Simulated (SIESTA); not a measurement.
MnH2O2 (Pyrochroite):

```
Mn O H
1.0
     3.25000    0.00000    0.00000
    -1.62500    2.81458    0.00000
     0.00000    0.00000    4.48000
Mn O H
1 2 2
Direct
  0.00000 0.00000 0.00000
  0.66667 0.33333 0.77400
  0.33333 0.66667 0.22600
  0.66667 0.33333 0.55400
  0.33333 0.66667 0.44600
```

Base run:

```yaml
Program: SIESTA 5.4.2
Functional: PBEsol
Potentials_or_basis: PseudoDojo 0.4 standard (PBEsol files)
Basis: DZP (energy shift 0.003 Ry; two zetas on semicore shells)
Grid_cutoff: 800 Ry
Energy_shift: 0.003 Ry
k_mesh: 9 × 9 × 6
Occupations: fermi-dirac, width 0.05 eV
Spin: collinear spin, ferromagnetic start
Starting_moments: "[4.0, 0.0, 0.0, 0.0, 0.0] μB"
```

Its results: band gap on the k mesh 0.28 eV, indirect (least direct gap 0.46 eV); pressure 7.1 GPa; net moment 5.00 μB per cell; site moments Mn +4.79; O +0.09; H +0.01 μB; largest force 0.502 eV/Å.

Task: The run is repeated on the same cell with these changes: functional from PBEsol to LDA; potentials or basis from PseudoDojo 0.4 standard (PBEsol files) to PseudoDojo 0.4 standard (LDA files). What comes out?

Result: Band gap on the k mesh 0.25 eV, indirect (least direct gap 0.43 eV); pressure 2.8 GPa; net moment 5.00 μB per cell; site moments Mn +4.74; O +0.12; H +0.01 μB; largest force 0.442 eV/Å.

Caveats: short orbitals over semicore shells can move pressures by several GPa; the basis of atomic orbitals isn't converged, which shifts pressures, moduli and gaps; a cell with one magnetic atom can't hold antiferromagnetic order, which such compounds often take.
